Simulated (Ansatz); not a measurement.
PbS (Galena):

```
CELL_PARAMETERS angstrom
0.00000 2.96575 2.96575
2.96575 0.00000 2.96575
2.96575 2.96575 0.00000
ATOMIC_POSITIONS crystal
Pb 0.00000 0.00000 0.00000
S 0.50000 0.50000 0.50000
```

Base run:

| Property | Result |
| --- | --- |
| Program | Ansatz 0.2.0 |
| Functional | LDA |
| Potentials or basis | Ansatz PAW |
| Cutoff | 420 eV (not typed: the program's choice for these potentials) |
| k mesh | 8 × 8 × 8 |
| Occupations | fixed |
| Spin | no spin polarisation |

Its results: band gap on the k mesh 0.23 eV, direct.

Question: The run is repeated on the same cell with these changes: functional from LDA to rPW86-PBE; occupations from fixed to fermi-dirac, width 0.05 eV. What comes out?

Answer: Band gap on the k mesh 0.38 eV, direct.

Caveats: spin-orbit coupling is left out, which as a rule narrows the gap of such compounds by several tenths of an eV; the gap is small at this level, which inflates the dielectric constant (some runs).
